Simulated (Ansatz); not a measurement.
# CdO (Fm-3m): energy and pressure against volume

Aim: energy and pressure of CdO (Fm-3m) over a wide range of volumes, and a fit.

Computed with Ansatz 0.2.0 (DFT PBEsol, scalar-relativistic, plane waves, PAW, unless a step's input says otherwise).

### Step 1. The system as given

Symmetry: Fm-3m, No. 225, cubic system. The conventional cell has a = 4.691 Å, b = 4.691 Å, c = 4.691 Å, α = 90.00°, β = 90.00°, γ = 90.00°. Around Cd (site symmetry m-3m) lie 6 O at 2.35 Å. O (site symmetry m-3m) has 6 Cd at 2.35 Å as nearest neighbours.

As a file:

```
CELL_PARAMETERS angstrom
0.00000 2.34529 2.34529
2.34529 0.00000 2.34529
2.34529 2.34529 0.00000
ATOMIC_POSITIONS crystal
Cd 0.00000 0.00000 0.00000
O 0.50000 0.50000 0.50000
```

This cell comes from an earlier session at PBEsol: 12.900 Å³/atom at -0.03 GPa, on a 12×12×12 mesh.

### Step 2. Volume × 0.96

input.yaml reads:

```yaml
crystal:
  lattice:
    - [0.0, 2.3135888451, 2.3135888451]
    - [2.3135888451, 0.0, 2.3135888451]
    - [2.3135888451, 2.3135888451, 0.0]
  atoms:
    - { symbol: Cd, position: [0.0, 0.0, 0.0] }
    - { symbol: O, position: [0.5, 0.5, 0.5] }
basis:
  ecutwfc: 420
  ecutrho_ratio: 4
kpoints:
  mp_grid: { grid: [12, 12, 12] }
hamiltonian:
  xc: pbesol
scf:
  occupations: { method: gaussian, width: 0.05 }
output:
  forces: true
  stress: true
  eigenvalues: true
```

The run is started by

```console
ansatz run input.yaml --threads 1 --pin off --max-ram 2560MiB --backend cpu --events-out ev --progress --plain --runs-dir out
```

After this run come: Volume × 1.04; Volume × 0.92; Volume × 0.88; Volume × 0.84; Volume × 0.8; Volume × 0.76; Volume × 0.72; Volume × 0.68; Volume × 0.64.

Before running it: what results should come out? Wanted: range of pressure; V0; B0; B0′.

**Answer**, as computed:

| quantity | value |
| --- | --- |
| range of pressure | -5.2 to 187.4 GPa |
| V0 (fit) | 12.89 Å³/atom |
| B0 (fit) | 147 GPa |
| B0′ (fit) | 4.66 |

A third-order Birch-Murnaghan fit follows the points with an rms miss of 0.15 meV/atom. The k mesh is not the same at all volumes. Symmetry fixes shape and sites, so only the volume changes. The gap is zero at the larger volumes and opens under compression; semilocal functionals close small gaps early. Other structures may be lower in enthalpy at these pressures.
